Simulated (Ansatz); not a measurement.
## Sb under changes of volume

One of the cells (26.962 Å³/atom); the others are scaled copies at fixed shape and fractional positions:

```xyz
1
Lattice="-1.5765 1.5765 2.7119 1.5765 -1.5765 2.7119 1.5765 1.5765 -2.7119" Properties=species:S:1:pos:R:3 pbc="T T T"
Sb    0.0000    0.0000    0.0000
```

This isn't the form of Sb at room conditions, which is rhombohedral.

| Property | Result |
| --- | --- |
| Program | Ansatz 0.2.0 |
| Functional | PBEsol |
| Potentials or basis | all-electron LAPW, scalar-relativistic |
| Cutoff | 185 eV (chosen from the basis error) |
| Basis error allowed | 0.001 eV/atom |
| k mesh | 12 × 12 × 12 |
| Occupations | fermi-dirac, width 0.05 eV |
| Spin | no spin polarisation |

```tsv
volume (Å³/atom)	energy over the lowest point (meV/atom)	pressure (GPa)
25.344	?	?
25.883	2.59	1.5
26.423	0.00	0.1
26.962	2.12	-1.3
27.501	8.43	-2.4
28.040	18.49	-3.5
28.580	31.88	-4.4
```

Problem. What does the run at 25.344 Å³/atom give?

Solution. Energy over the lowest point 10.45 meV/atom; pressure 3.2 GPa.

Worked out: A Birch-Murnaghan fit of order 3 (a polynomial in V^(-2/3)) to the other rows has its minimum at 26.44 Å³/atom with B0 = V·E''(V) = 68 GPa and B' = 4.7 at fixed shape and positions, which overstates the stiffness. It gives 10.48 meV/atom at 25.344 Å³/atom, against the run's 10.45, and -dE/dV = 3.2 GPa, against 3.2.

Energies are extrapolated to zero smearing.
